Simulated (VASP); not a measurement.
## VASP inputs for BN (rocksalt)

INCAR, step 1 (PBE orbitals to start from)

```
LWAVE = .TRUE.
LREAL = .FALSE.
LASPH = .TRUE.
ISMEAR = 0
LCHARG = .FALSE.
NBANDS = 11
ENCUT = 520
NELM = 120
SIGMA = 0.01
GGA = PE
PREC = Accurate
EDIFF = 1E-5
```

INCAR, step 2

```
ENCUT = 520
SIGMA = 0.01
NBANDS = 11
LREAL = .FALSE.
HFSCREEN = 0.2079
LHFCALC = .TRUE.
EDIFF = 1E-7
LASPH = .TRUE.
LWAVE = .FALSE.
ISTART = 1
IBRION = -1
NELM = 120
GGA = PE
NSW = 0
PRECFOCK = Fast
PREC = Accurate
ALGO = Normal
AEXX = 0.25
LCHARG = .FALSE.
ISMEAR = 0
ISIF = 2
```

KPOINTS

```
KPOINTS created by Atomic Simulation Environment
0
Gamma
8 8 8
0 0 0
```

KPOINTS_OPT

```
special points
8
Reciprocal
0.0000000000 0.0000000000 0.0000000000 1
0.5000000000 0.0000000000 0.5000000000 1
0.6250000000 0.2500000000 0.6250000000 1
0.3750000000 0.3750000000 0.7500000000 1
0.5000000000 0.5000000000 0.5000000000 1
0.5000000000 0.2500000000 0.7500000000 1
0.0000000000 0.1666670000 -0.1679690000 1
0.0000000000 0.5000000000 0.5000000000 1
```

POSCAR

```
B  N
 1.0000000000000000
    -0.0000000000000000    1.7458259349545111    1.7458259349545111
     1.7458259349545111   -0.0000000000000000    1.7458259349545111
     1.7458259349545111    1.7458259349545111   -0.0000000000000000
 B   N
   1   1
Cartesian
 -0.0000000000000000 -0.0000000000000000 -0.0000000000000000
  1.7458259349545109  1.7458259349545109  1.7458259349545109
```

VASP ran with the recommended PBE PAW datasets (8 valence electrons in the cell).

Problem. Predict the results.

Solution. gap between bands v and c 2.17 eV; least direct gap 7.24 eV; pressure -8.1 GPa.

Band v is the last that the valence electrons fill when counted band by band, and c is the next. Levels in eV from the top of v:

```
point     v−1      v      c    c+1
    Γ   -1.07  -1.07  10.85  14.07
    X   -6.22  -6.22   2.17   9.92
    K   -9.85  -4.82   4.39  13.12
    L   -0.75  -0.75   6.49   6.49
    W  -10.41  -7.64   8.60   9.39
```
